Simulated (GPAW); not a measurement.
The system is AlN.

```
CELL_PARAMETERS angstrom
3.11300 0.00000 0.00000
-1.55650 2.69594 0.00000
0.00000 0.00000 4.98100
ATOMIC_POSITIONS crystal
Al 0.66667 0.33333 0.50000
Al 0.33333 0.66667 0.00000
N 0.66667 0.33333 0.88000
N 0.33333 0.66667 0.38000
```

Base run:

- Program: GPAW 26.7.0
- Functional: TPSS
- Potentials or basis: GPAW PAW data sets (gpaw-data 1.2.1)
- Cutoff: 800 eV
- Basis: pw
- k mesh: 7 × 7 × 4
- Occupations: fermi-dirac, width 0.05 eV
- Spin: no spin polarisation

Its results: band gap on the k mesh 4.19 eV, direct; largest force 0.131 eV/Å.

The run is repeated on the same cell with these changes: functional from TPSS to BEEF-vdW. What comes out?

Band gap on the k mesh 4.42 eV, direct; largest force 0.133 eV/Å.

Caveats: the PAW data sets were made with another functional, which shifts forces and pressure a little.
